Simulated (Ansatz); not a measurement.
Calculation for HgTe (zincblende type): DFT, PBE, PAW with Ansatz's default frozen-core files, scalar-relativistic (Ansatz 0.2.0). This run: zincblende relaxed under pressure.

The start is a guessed cell of a prototype that needn't be stable.

Command: `ansatz run input.yaml --threads 1 --pin off --max-ram 3584MiB --backend cpu --events-out ev --progress --plain --runs-dir out` It took 34 s on 1 thread of Intel(R) Xeon(R) 6975P-C (Granite Rapids) (shared host), peak memory 0.46 GiB.

```yaml
crystal:
  lattice:
    - [0.0, 2.8107445275, 2.8107445275]
    - [2.8107445275, 0.0, 2.8107445275]
    - [2.8107445275, 2.8107445275, 0.0]
  atoms:
    - { symbol: Hg, position: [0.0, 0.0, 0.0] }
    - { symbol: Te, position: [0.25, 0.25, 0.25] }
kpoints:
  mp_grid: { grid: [12, 12, 12] }
scf:
  occupations: { method: fermi_dirac, width: 0.05 }
hamiltonian:
  xc: pbe
  pseudopotentials: { kind: paw }
output:
  forces: true
  stress: true
  eigenvalues: true
relax:
  f_tol: 0.005
  max_steps: 40
  cell: { p_target: 42.0, stress_tol: 0.03 }
```

Output:

```
Engine: ansatz 0.2.0
Pseudopotentials: kind: paw
Pseudopotential: Hg, paw, valence charge 20, recommended cutoff 420 eV (normal), Hg.paw.azcp
Pseudopotential: Te, paw, valence charge 16, recommended cutoff 420 eV (normal), Te.paw.azcp
Functional definition: PBE
  parameter kappa = 0.804
  parameter beta = 0.06672455060314922
  exchange = pbe_x(kappa = kappa, mu = beta*pi^2/3)
  correlation = pbe_c(beta = beta)
Crystal: 2 atoms, lattice volume = 44.411 Å³
Basis set: ecut = 420 eV, 893 PW (Γ), exchange–correlation on 54×54×54 points (8 copies of the dense FFT grid, shifted against one another)
Bands: 22, of which v1, the nominal top of the filled ones, is band 18 counted from 1 (17 counted from 0)
Symmetry: 24 space group operations
Space group: F-43m (ITA 216), of the structure as read, at distance tolerance 3.5e-5 Å
k-points: 72 of 1728 (time reversal used)
Non-local potential: Hg, projectors of the file, l = 0: 3, l = 1: 2, l = 2: 2, l = 3: 1
Non-local potential: Te, projectors of the file, l = 0: 2, l = 1: 2, l = 2: 2, l = 3: 2
PAW form: soft (Blöchl's): semilocal exchange-correlation on the pseudo side does not see the compensation charge
PAW one-centre angular grid: Hg, 590 points (default); XC on 64 Gauss nodes
PAW one-centre angular grid: Te, 590 points (default); XC on 64 Gauss nodes
Initial density: superposition of atomic densities (neutral atoms: chi_scale 0, normalization atom), corrected by the library's trained network
Initial wavefunctions: pseudopotential atomic-orbital guess
Functional: x = pbe(κ = 0.804, μ = 0.2195149727645171), c = pbe(β = 0.06672455060314922)
SCF iter   1: F=—  HF=-20790.302502 eV  |F-HF|=—  |Δ(HF+E_count)|=         —  Δρ=1.68e-3  dr2=1.06e-3  ethr=1.77e-3  ⟨swp⟩=6.2  Hψ=7878  notcnv=0
preconditioner: auto → none  [insulator: Δε(μ)=0.310 eV  Ē_g=13.186 eV  σ=0.050 eV  W_gap=0.90  n_scr=14 (ndim 8)  ℏωp=23.6 eV  f_vac=0.045  D(μ)=0.00/eV (n_scr^D=0)  ε∞_Penn≈4.2]
SCF iter   2: F=—  HF=-20790.303048 eV  |F-HF|=—  |Δ(HF+E_count)|=   5.46e-4  Δρ=7.19e-4  dr2=1.59e-4  ethr=2.94e-6  ⟨swp⟩=3.5  Hψ=3557  notcnv=0
SCF iter   3: F=—  HF=-20790.303177 eV  |F-HF|=—  |Δ(HF+E_count)|=   1.29e-4  Δρ=3.26e-4  dr2=3.74e-5  ethr=4.41e-7  ⟨swp⟩=2.0  Hψ=2178  notcnv=0
SCF iter   4: F=—  HF=-20790.303214 eV  |F-HF|=—  |Δ(HF+E_count)|=   3.72e-5  Δρ=6.58e-5  dr2=1.42e-6  ethr=1.04e-7  ⟨swp⟩=2.0  Hψ=2235  notcnv=0
iter 5 did not close the SCF: its close was put off for the readings that it lacked (scf_convergence_deferred on its scf_iter line)
SCF iter   5: F=-20790.303214 eV  HF=-20790.303214 eV  |F-HF|=9.45e-8  |Δ(HF+E_count)|=   1.15e-7  Δρ=2.01e-5  dr2=9.62e-8  ethr=3.95e-9  ⟨swp⟩=2.2  Hψ=2285  notcnv=0
SCF iter   6: F=-20790.303214 eV  HF=-20790.303214 eV  |F-HF|=3.24e-10  |Δ(HF+E_count)|=   1.13e-7  Δρ=2.47e-6  dr2=2.14e-9  ethr=2.67e-10  ⟨swp⟩=3.8  Hψ=6705  notcnv=0
SCF 1 converged in 6 iterations: F = -20790.303214 eV  dr2 = 2.14e-9
  greatest PAW one-centre occupation: 1.000 electrons in one spin orbital (limit 2), on the Hg atom at site 0 (counted from 0), in its partial waves of l = 0
relax step   1: F+E_penalty+E_count = -20790.30321394 eV  Δ(F+E_penalty+E_count) = +0.000e0 eV  max|allowed force component| = 7.170e-17 eV/Å  Δτ_max = 0.0000 Å  P = +63.005 GPa  Ω = 44.411 Å³  (6 SCF iters, dr2 threshold 1.00e-7 eV, accepted)
Crystal: 2 atoms, lattice volume = 51.228 Å³
Basis set: ecut = 420 eV, 965 PW (Γ), exchange–correlation on 54×54×54 points (8 copies of the dense FFT grid, shifted against one another)
Initial density: handed on by an earlier stage of this run
Initial wavefunctions: those handed on with the density
iter 1 solved again at ethr=1.18e-4 eV; its pass at ethr=3.10e-3 eV (dr2=4.23e-2 eV) is discarded
SCF iter   1: F=—  HF=-20792.243714 eV  |F-HF|=—  |Δ(HF+E_count)|=         —  Δρ=7.74e-3  dr2=4.29e-2  ethr=1.18e-4  ⟨swp⟩=1.2  Hψ=10290  notcnv=0
preconditioner: auto → none  [insulator: Δε(μ)=0.680 eV  Ē_g=12.312 eV  σ=0.050 eV  W_gap=0.81  n_scr=14 (ndim 8)  ℏωp=22.0 eV  f_vac=0.108  D(μ)=0.02/eV (n_scr^D=0)  ε∞_Penn≈4.2]
SCF iter   2: F=—  HF=-20792.233949 eV  |F-HF|=—  |Δ(HF+E_count)|=   9.76e-3  Δρ=3.96e-3  dr2=6.05e-3  ethr=1.18e-4  ⟨swp⟩=2.2  Hψ=2491  notcnv=0
SCF iter   3: F=—  HF=-20792.232871 eV  |F-HF|=—  |Δ(HF+E_count)|=   1.08e-3  Δρ=1.55e-3  dr2=6.77e-4  ethr=1.68e-5  ⟨swp⟩=2.0  Hψ=2713  notcnv=0
SCF iter   4: F=—  HF=-20792.233317 eV  |F-HF|=—  |Δ(HF+E_count)|=   4.46e-4  Δρ=1.85e-4  dr2=1.34e-5  ethr=1.88e-6  ⟨swp⟩=2.0  Hψ=2203  notcnv=0
SCF iter   5: F=—  HF=-20792.233330 eV  |F-HF|=—  |Δ(HF+E_count)|=   1.33e-5  Δρ=3.19e-5  dr2=4.03e-7  ethr=3.72e-8  ⟨swp⟩=2.0  Hψ=2313  notcnv=0
SCF iter   6: F=-20792.233331 eV  HF=-20792.233331 eV  |F-HF|=5.60e-9  |Δ(HF+E_count)|=   7.48e-7  Δρ=4.39e-6  dr2=1.11e-8  ethr=5.56e-10  ⟨swp⟩=7.0  Hψ=6926  notcnv=0
SCF 2 converged in 6 iterations: F = -20792.233331 eV  dr2 = 1.11e-8
relax step   2: F+E_penalty+E_count = -20792.23333084 eV  Δ(F+E_penalty+E_count) = -1.930e0 eV  max|allowed force component| = 1.388e-17 eV/Å  Δτ_max = 0.0000 Å  P = +31.380 GPa  Ω = 51.228 Å³  energy of the carried Pulay correction = -2.528e-3 eV  (6 SCF iters, dr2 threshold 2.00e-7 eV, accepted)
Crystal: 2 atoms, lattice volume = 48.718 Å³
Basis set: ecut = 420 eV, 941 PW (Γ), exchange–correlation on 54×54×54 points (8 copies of the dense FFT grid, shifted against one another)
iter 1 solved again at ethr=1.06e-5 eV; its pass at ethr=3.10e-3 eV (dr2=3.83e-3 eV) is discarded
SCF iter   1: F=—  HF=-20791.673855 eV  |F-HF|=—  |Δ(HF+E_count)|=         —  Δρ=2.58e-3  dr2=4.25e-3  ethr=1.06e-5  ⟨swp⟩=2.0  Hψ=9495  notcnv=0
preconditioner: auto → Kerker (q_TF=auto, 2.594 Å⁻¹)  [metal: Δε(μ)=0.117 eV  Ē_g=12.493 eV  σ=0.050 eV  W_gap=0.46  n_scr=14 (ndim 8)  ℏωp=22.6 eV  f_vac=0.076  D(μ)=0.01/eV (n_scr^D=0)]
SCF iter   2: F=—  HF=-20791.672908 eV  |F-HF|=—  |Δ(HF+E_count)|=   9.47e-4  Δρ=1.30e-3  dr2=1.01e-3  ethr=1.06e-5  ⟨swp⟩=2.6  Hψ=2114  notcnv=0
[... lines left out ...]
SCF iter   2: F=—  HF=-20791.590860 eV  |F-HF|=—  |Δ(HF+E_count)|=   1.43e-3  Δρ=2.71e-4  dr2=1.13e-6  ethr=1.46e-8  ⟨swp⟩=2.4  Hψ=2556  notcnv=0
SCF iter   3: F=—  HF=-20791.591326 eV  |F-HF|=—  |Δ(HF+E_count)|=   4.66e-4  Δρ=2.96e-5  dr2=3.79e-8  ethr=3.14e-9  ⟨swp⟩=2.3  Hψ=2418  notcnv=0
SCF iter   4: F=—  HF=-20791.591332 eV  |F-HF|=—  |Δ(HF+E_count)|=   5.38e-6  Δρ=6.21e-6  dr2=1.45e-8  ethr=1.05e-10  ⟨swp⟩=2.0  Hψ=2768  notcnv=0
SCF iter   5: F=—  HF=-20791.591332 eV  |F-HF|=—  |Δ(HF+E_count)|=   8.34e-8  Δρ=1.20e-6  dr2=1.30e-10  ethr=4.03e-11  ⟨swp⟩=2.0  Hψ=2162  notcnv=0
SCF iter   6: F=—  HF=-20791.591332 eV  |F-HF|=—  |Δ(HF+E_count)|=   7.04e-9  Δρ=2.58e-7  dr2=1.24e-11  ethr=1.00e-12  ⟨swp⟩=2.0  Hψ=2230  notcnv=0
SCF iter   7: F=-20791.591332 eV  HF=-20791.591332 eV  |F-HF|=3.64e-12  |Δ(HF+E_count)|=  6.55e-11  Δρ=3.20e-8  dr2=2.00e-13  ethr=1.00e-12  ⟨swp⟩=6.4  Hψ=7204  notcnv=0
SCF 6 converged in 7 iterations: F = -20791.591332 eV  dr2 = 2.00e-13
relax step   6: F+E_penalty+E_count = -20791.59133160 eV  Δ(F+E_penalty+E_count) = -1.273e-3 eV  max|allowed force component| = 2.313e-17 eV/Å  Δτ_max = 0.0000 Å  P = +41.983 GPa  Ω = 48.396 Å³  stress off target by 1.69e-2 GPa  SCF on the basis re-selected at this cell (its energy is not comparable with the rows above)  (7 SCF iters)
basis re-selected at this cell: Δ(F+E_penalty+E_count) = -1.273e-3 eV, ΔP = -0.018 GPa vs the last step (what re-selecting the basis moved, of the pressure what is left beyond the Pulay correction that the steps carried, after the strain that the cell walked since its last selection, with what the two solves' SCF thresholds leave and, on support functions, any second-order correction that the steps lacked; it is no measure of the basis error at this ecutwfc). The dense FFT grid was sized anew with the basis: this SCF ran on 30×30×30 points, the steps before it on 27×27×27, so part of this shift can come from that change (see relax.cell in the input reference). This SCF's stress stands 1.69e-2 GPa from its target on what of the cell is left free (relax.cell.stress_tol is 3.00e-2 GPa) and its largest allowed force component is 2.31e-17 eV/Å (relax.f_tol is 5.00e-3 eV/Å): within both
SCF converged after 7 iterations
Free energy (F): -20791.591332 eV
Harris-Foulkes:  -20791.591332 eV  (|F-HF|=3.64e-12)
Internal energy: -20791.591209 eV  (E = F + TS)
E sigma→0 (E₀):  -20791.591270 eV
Entropy (-TS):   -0.000123 eV (-0.061 meV/atom)
Fermi energy:    15.427282 eV
--- Per-component energies (eV) ---
  E_band       = -602.824163
  E_kinetic    = 797.235290
  E_local      = -4054.712584  (includes V_loc(G=0)·N_el)
  E_nonlocal   = -239.000099
  E_hartree    = 2044.113491
  E_xc         = -350.473137
  E_vxc        = -374.365405  (∫ρ·V_xc dr)
  E_paw        = -14606.623095  (= ΣΔE_a)
  E_vpaw       = -820.209154  (= ΣTr[D̂ρ^β])
  E_aug_tail   = 0.000817  (compensation charges beyond the density's cutoff)
  E_ewald      = -4382.131891
  E_smearing   = -0.000123  (= −TS)
  E_closure    = 0.000000  (closes the sum)
  Σ components = -20791.591332   (vs F -20791.591332, Δ=0.00e0)
--- Forces (eV/Å), atoms counted from 1 ---
  atom   1  Hg     0.00000000     0.00000000    -0.00000000
  atom   2  Te    -0.00000000     0.00000000     0.00000000
  max |Σ_I F_I| component: 6.25e-17 eV/Å
--- Stress (GPa, compression-positive) ---
       41.983083      -0.000000      -0.000000
       -0.000000      41.983083       0.000000
       -0.000000       0.000000      41.983083
  P = ⅓ Tr σ = 41.9831 GPa (419.831 kbar)
--- Band table (eV; the first three rows and the last of 72) ---
  k-point 0: bands = ["-101.5817", "-50.0662", "-50.0662", "-50.0662", "-22.8854", "-22.8854", "-22.8854", "-22.8539", "-22.8539", "0.1606", "5.3048", "5.3048", "5.3048", "6.3270", "6.3270", "15.3168", "15.3168", "15.3168", "15.4543", "18.7125", "18.7125", "18.7125"]
  k-point 1: bands = ["-101.5817", "-50.0663", "-50.0662", "-50.0662", "-22.8857", "-22.8854", "-22.8854", "-22.8538", "-22.8538", "0.2236", "5.3088", "5.3239", "5.3239", "6.3231", "6.3231", "14.0566", "15.1377", "15.1377", "16.1995", "18.7600", "18.9088", "18.9088"]
  k-point 2: bands = ["-101.5817", "-50.0664", "-50.0662", "-50.0662", "-22.8864", "-22.8854", "-22.8854", "-22.8536", "-22.8536", "0.4014", "5.3388", "5.3745", "5.3745", "6.3161", "6.3161", "12.4814", "14.7191", "14.7191", "16.3748", "19.3281", "19.3357", "19.3357"]
  k-point 71: bands = ["-101.5816", "-50.0669", "-50.0668", "-50.0665", "-22.8887", "-22.8874", "-22.8845", "-22.8532", "-22.8516", "1.5989", "5.6173", "5.8532", "6.1020", "6.2381", "7.4006", "7.7350", "10.3828", "10.9663", "19.1424", "19.5141", "20.5436", "20.8271"]
--- Relaxed structure (5 steps of the walk, 5 accepted, 1 SCFs on fresh bases) ---
  F+E_penalty+E_count = -20791.59133160 eV   max|allowed force component| = 2.313e-17 eV/Å   (the final SCF, on the basis selected at the relaxed cell)
  cell:  # Å, volume = 48.3964 Å³
    - [-3.921834086107803e-33, 2.8924183491122277, 2.8924183491122277]
    - [2.8924183491122277, 5.487083853767956e-33, 2.8924183491122277]
    - [2.8924183491122277, 2.8924183491122277, 1.484505305463995e-32]
  atoms:
    - { symbol: Hg, position: [-1.2190899335973026e-33, 2.8321714616593075e-33, 1.0963244367713449e-33] }
    - { symbol: Te, position: [0.25, 0.25, 0.25] }
```

Next run (wurtzite relaxed under pressure), as changes to the input before:

```diff
   lattice:
-    - [0.0, 2.8107445275, 2.8107445275]
-    - [2.8107445275, 0.0, 2.8107445275]
-    - [2.8107445275, 2.8107445275, 0.0]
+    - [3.9774246308, 0.0, 0.0]
+    - [-1.9887123154, 3.4445507719, 0.0]
+    - [0.0, 0.0, 6.4832021482]
   atoms:
-    - { symbol: Hg, position: [0.0, 0.0, 0.0] }
-    - { symbol: Te, position: [0.25, 0.25, 0.25] }
+    - { symbol: Hg, position: [0.3333333333, 0.6666666667, 0.0] }
+    - { symbol: Hg, position: [0.6666666667, 0.3333333333, 0.5] }
+    - { symbol: Te, position: [0.3333333333, 0.6666666667, 0.376] }
+    - { symbol: Te, position: [0.6666666667, 0.3333333333, 0.876] }
 kpoints:
-  mp_grid: { grid: [12, 12, 12] }
+  mp_grid: { grid: [9, 9, 5] }
 scf:
   eigenvalues: true
+  write_density: true
+  write_potential: true
+  elf: true
+  volumetric_format: npy
 relax:
```

Results part of the output:

```
basis re-selected at this cell: Δ(F+E_penalty+E_count) = -3.454e-5 eV, ΔP = -0.000 GPa vs the last step (what re-selecting the basis moved, of the pressure what is left beyond the Pulay correction that the steps carried, after the strain that the cell walked since its last selection, with what the two solves' SCF thresholds leave and, on support functions, any second-order correction that the steps lacked; it is no measure of the basis error at this ecutwfc). This SCF's stress stands 5.61e-3 GPa from its target on what of the cell is left free (relax.cell.stress_tol is 3.00e-2 GPa) and its largest allowed force component is 1.21e-3 eV/Å (relax.f_tol is 5.00e-3 eV/Å): within both
SCF converged after 4 iterations
Free energy (F): -41582.841743 eV
Harris-Foulkes:  -41582.841743 eV  (|F-HF|=2.91e-11)
Internal energy: -41582.836043 eV  (E = F + TS)
E sigma→0 (E₀):  -41582.838893 eV
Entropy (-TS):   -0.005700 eV (-1.425 meV/atom)
Fermi energy:    19.491657 eV
--- Per-component energies (eV) ---
  E_band       = -857.920033
  E_kinetic    = 1593.525700
  E_local      = -5963.510796  (includes V_loc(G=0)·N_el)
  E_nonlocal   = -477.448316
  E_hartree    = 3189.809367
  E_xc         = -701.647030
[... lines left out ...]
  k-point 0: bands = ["-96.3958", "-96.3958", "-44.8933", "-44.8933", "-44.7899", "-44.7899", "-44.7899", "-44.7899", "-18.6256", "-18.6256", "-18.6256", "-18.6256", "-18.6244", "-18.6235", "-18.5175", "-18.5175", "-18.5175", "-18.5175", "2.9405", "3.2723", "8.5306", "9.4087", "10.0533", "11.2644", "11.2644", "11.2645", "11.2645", "12.1230", "12.2658", "12.2658", "12.2844", "12.2844", "13.0485", "19.6812", "20.6326", "24.7510", "24.7510", "24.9912", "24.9912", "27.6907", "29.7210", "29.8799", "30.4481", "30.8510"]
  k-point 1: bands = ["-96.3958", "-96.3958", "-44.8933", "-44.8933", "-44.7899", "-44.7899", "-44.7899", "-44.7899", "-18.6256", "-18.6256", "-18.6256", "-18.6256", "-18.6243", "-18.6236", "-18.5175", "-18.5175", "-18.5175", "-18.5175", "2.9687", "3.2365", "8.6481", "9.3680", "10.0967", "11.2644", "11.2644", "11.2645", "11.2645", "11.4408", "12.2676", "12.2676", "12.2826", "12.2826", "13.9248", "18.3811", "21.9923", "24.7728", "24.7728", "24.9671", "24.9671", "26.9853", "29.7126", "29.8540", "30.6817", "30.8651"]
  k-point 2: bands = ["-96.3958", "-96.3958", "-44.8933", "-44.8933", "-44.7899", "-44.7899", "-44.7899", "-44.7899", "-18.6256", "-18.6256", "-18.6256", "-18.6256", "-18.6241", "-18.6238", "-18.5175", "-18.5175", "-18.5175", "-18.5175", "3.0457", "3.1476", "8.9366", "9.2192", "10.2693", "10.6983", "11.2644", "11.2644", "11.2645", "11.2645", "12.2722", "12.2722", "12.2779", "12.2779", "15.2817", "16.7862", "23.7543", "24.8311", "24.8311", "24.9052", "24.9052", "25.4860", "29.7395", "29.7956", "30.8973", "30.8973"]
  k-point 35: bands = ["-96.3912", "-96.3912", "-44.8811", "-44.8811", "-44.8594", "-44.8594", "-44.8593", "-44.8593", "-18.5666", "-18.5666", "-18.5663", "-18.5662", "-18.5461", "-18.5461", "-18.5456", "-18.5456", "-18.5224", "-18.5224", "8.6544", "8.6544", "10.8216", "10.9301", "10.9397", "10.9397", "11.2428", "11.2428", "11.3874", "11.4148", "11.9377", "11.9377", "13.7201", "13.8477", "13.8477", "13.9225", "17.3597", "17.3597", "19.8221", "19.8221", "21.1270", "21.6904", "23.4832", "23.4832", "25.7531", "25.7531"]
--- Relaxed structure (26 steps of the walk, 26 accepted, 3 SCFs on fresh bases) ---
  F+E_penalty+E_count = -41582.84174289 eV   max|allowed force component| = 1.208e-3 eV/Å   (the final SCF, on the basis selected at the relaxed cell)
  cell:  # Å, volume = 77.5763 Å³
    - [2.923830787877202, 1.949540238348851e-17, -2.5857725139201298e-17]
    - [-1.461915393938601, 2.532111738668727, 1.2928862569600593e-17]
    - [-4.214809197693779e-17, 5.421250903849683e-32, 10.47837768801624]
  atoms:
    - { symbol: Hg, position: [0.3333333333333333, 0.6666666666666666, 0.059118589381213914] }
    - { symbol: Hg, position: [0.6666666666666666, 0.3333333333333333, 0.5591185893812141] }
    - { symbol: Te, position: [0.3333333333333333, 0.6666666666666666, 0.316881410618786] }
    - { symbol: Te, position: [0.6666666666666666, 0.3333333333333333, 0.8168814106187862] }
```

Next run (NiAs relaxed under pressure), as changes to the input before:

```diff
   lattice:
-    - [3.9774246308, 0.0, 0.0]
-    - [-1.9887123154, 3.4445507719, 0.0]
-    - [0.0, 0.0, 6.4832021482]
+    - [3.9260617105, 0.0, 0.0]
+    - [-1.9630308552, 3.4000691781, 0.0]
+    - [0.0, 0.0, 6.0853956512]
   atoms:
-    - { symbol: Hg, position: [0.3333333333, 0.6666666667, 0.0] }
-    - { symbol: Hg, position: [0.6666666667, 0.3333333333, 0.5] }
-    - { symbol: Te, position: [0.3333333333, 0.6666666667, 0.376] }
-    - { symbol: Te, position: [0.6666666667, 0.3333333333, 0.876] }
+    - { symbol: Hg, position: [0.0, 0.0, 0.0] }
+    - { symbol: Hg, position: [0.0, 0.0, 0.5] }
+    - { symbol: Te, position: [0.3333333333, 0.6666666667, 0.25] }
+    - { symbol: Te, position: [0.6666666667, 0.3333333333, 0.75] }
 kpoints:
-  mp_grid: { grid: [9, 9, 5] }
+  mp_grid: { grid: [10, 10, 6] }
 scf:
   eigenvalues: true
-  write_density: true
-  write_potential: true
-  elf: true
-  volumetric_format: npy
 relax:
```

Results part of the output:

```
basis re-selected at this cell: Δ(F+E_penalty+E_count) = +1.374e-4 eV, ΔP = -0.003 GPa vs the last step (what re-selecting the basis moved, of the pressure what is left beyond the Pulay correction that the steps carried, after the strain that the cell walked since its last selection, with what the two solves' SCF thresholds leave and, on support functions, any second-order correction that the steps lacked; it is no measure of the basis error at this ecutwfc). The dense FFT grid was sized anew with the basis: this SCF ran on 24×24×54 points, the steps before it on 25×25×50, so part of this shift can come from that change (see relax.cell in the input reference). This SCF's stress stands 2.68e-2 GPa from its target on what of the cell is left free (relax.cell.stress_tol is 3.00e-2 GPa) and its largest allowed force component is 1.52e-17 eV/Å (relax.f_tol is 5.00e-3 eV/Å): within both
SCF converged after 6 iterations
Free energy (F): -41583.108650 eV
Harris-Foulkes:  -41583.108650 eV  (|F-HF|=1.46e-11)
Internal energy: -41583.095858 eV  (E = F + TS)
E sigma→0 (E₀):  -41583.102254 eV
Entropy (-TS):   -0.012792 eV (-3.198 meV/atom)
Fermi energy:    18.737504 eV
--- Per-component energies (eV) ---
  E_band       = -911.079233
  E_kinetic    = 1593.806002
  E_local      = -6178.807620  (includes V_loc(G=0)·N_el)
  E_nonlocal   = -477.167236
  E_hartree    = 3270.937444
[... lines left out ...]
  k-point 1: bands = ["-97.3302", "-97.3302", "-45.8313", "-45.8298", "-45.7813", "-45.7813", "-45.7812", "-45.7812", "-19.0800", "-19.0780", "-19.0523", "-19.0523", "-19.0500", "-19.0500", "-18.9995", "-18.9995", "-18.9987", "-18.9987", "3.4204", "4.6514", "8.5832", "9.7798", "10.0748", "10.0748", "10.3410", "10.3410", "10.5906", "10.5906", "10.7059", "10.7059", "10.8083", "13.7202", "18.2626", "19.1472", "19.1472", "20.3770", "20.3770", "23.6220", "25.1199", "25.1199", "25.3157", "25.4469", "26.6839", "26.6839"]
  k-point 2: bands = ["-97.3302", "-97.3302", "-45.8310", "-45.8301", "-45.7813", "-45.7813", "-45.7812", "-45.7812", "-19.0796", "-19.0785", "-19.0518", "-19.0518", "-19.0505", "-19.0505", "-18.9993", "-18.9993", "-18.9988", "-18.9988", "3.6168", "4.3008", "9.1025", "9.7252", "10.1314", "10.1314", "10.2860", "10.2860", "10.6109", "10.6109", "10.6762", "10.6762", "11.0163", "12.5737", "19.3931", "19.3931", "19.8729", "20.1010", "20.1010", "23.5287", "23.9547", "24.8145", "25.3235", "25.3235", "26.1189", "26.1189"]
  k-point 55: bands = ["-97.3300", "-97.3300", "-45.8294", "-45.8294", "-45.7892", "-45.7892", "-45.7874", "-45.7874", "-19.0644", "-19.0644", "-19.0589", "-19.0589", "-19.0571", "-19.0571", "-18.9883", "-18.9883", "-18.9815", "-18.9815", "6.2356", "6.2356", "9.4658", "9.4658", "9.8526", "9.8526", "10.1757", "10.1757", "10.5607", "10.5607", "11.6481", "11.6481", "12.6053", "12.6053", "13.9954", "13.9954", "17.0404", "17.0404", "18.5330", "18.5330", "20.5618", "20.5618", "26.7181", "26.7181", "27.6025", "27.6025"]
--- Relaxed structure (11 steps of the walk, 10 accepted, 2 SCFs on fresh bases) ---
  F+E_penalty+E_count = -41583.10865027 eV   max|allowed force component| = 1.518e-17 eV/Å   (the final SCF, on the basis selected at the relaxed cell)
  cell:  # Å, volume = 79.9833 Å³
    - [3.467159254577227, -2.5493215998942827e-11, 1.0578586028826086e-17]
    - [-1.7335796272665356, 3.0026479934429426, -5.289293014345666e-18]
    - [1.6396808344522676e-17, 2.685851040141499e-32, 7.682830377262485]
  atoms:
    - { symbol: Hg, position: [-3.6627860454289935e-33, -1.6908888662071697e-33, -4.221846204281838e-35] }
    - { symbol: Hg, position: [-3.851859888774472e-33, -1.6014240419577143e-33, 0.5000000000000001] }
    - { symbol: Te, position: [0.3333333333333334, 0.6666666666666667, 0.25000000000000006] }
    - { symbol: Te, position: [0.6666666666666667, 0.33333333333333337, 0.7500000000000001] }
```

Spin–orbit coupling is left out, which matters for the heavy atoms.
